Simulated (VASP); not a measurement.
A run of VASP 6.6.1:

Contents of INCAR:

```
PREC = Accurate ; ENCUT = 600
EDIFF = 1E-6 ; ISMEAR = 1
SIGMA = 0.1 ; LREAL = F
LASPH = T ; NELM = 80
ALGO = Normal ; ISIF = 3
LWAVE = F ; LCHARG = F
GGA = CA ; IBRION = 2
NSW = 90 ; EDIFFG = -0.01
```

Contents of KPOINTS:

```
regular mesh
0
Gamma
  20 20 20
```

The input POSCAR:

```
Mo
1.0
   -1.5734150000      1.5734150000      1.5734150000
    1.5734150000     -1.5734150000      1.5734150000
    1.5734150000      1.5734150000     -1.5734150000
Mo
1
Direct
    0.0000000000      0.0000000000      0.0000000000
```

Potentials or basis: VASP PAW LDA potentials, release 64 (Mo_sv).

Launch:

```sh
$ cat potpaw_LDA.64/Mo_sv/POTCAR > POTCAR
$ mpirun -np 1 vasp_std > vasp.out
```

Hardware: 1 thread of Intel(R) Xeon(R) Platinum 8559C (Emerald Rapids), with other jobs on the host.

Task: How long does it take, and how much memory?

Result: It took 44 s on 1 thread of Intel(R) Xeon(R) Platinum 8559C (Emerald Rapids) (shared host), peak memory 0.18 GiB. Counts: scf iterations 32, k points 256, ion steps 4.
